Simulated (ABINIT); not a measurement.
Crystal: MgTe.

```
Te Mg
1.0
     0.00000    3.23200    3.23200
     3.23200    0.00000    3.23200
     3.23200    3.23200    0.00000
Te Mg
1 1
Direct
  0.25000 0.25000 0.25000
  0.00000 0.00000 0.00000
```

The cell comes from a database or a generator and needn't be the stable form of this composition.

* Program: ABINIT 10.8.3 (patched build)
* Task: single point
* Functional: PBE
* Potentials or basis: JTH PAW PBE v2.0
* Cutoff: 408 eV
* k mesh: 7 × 7 × 7
* Occupations: fermi-dirac, width 0.05 eV
* Spin: no spin polarisation

On this cell: largest force zero by symmetry; band gap on the k mesh 2.42 eV, direct.

The same run follows on a disturbed copy (atoms moved at random, drawn with an rms of 0.05 Å):

```
Te Mg
1.0
     0.00000    3.23200    3.23200
     3.23200    0.00000    3.23200
     3.23200    3.23200    0.00000
Te Mg
1 1
Direct
  0.25492 0.24451 0.24030
  0.00808 0.98739 0.99791
```

What does the disturbed cell give?

The energy moves by +1.7 meV/atom; largest force 0.143 eV/Å; band gap on the k mesh 2.38 eV, direct.

Forces on the atoms (eV/Å):
```
Te  -0.013  0.136 -0.044
Mg   0.013 -0.136  0.044
```

Caveats: spin-orbit coupling is left out, which moves the levels of the heavy elements.

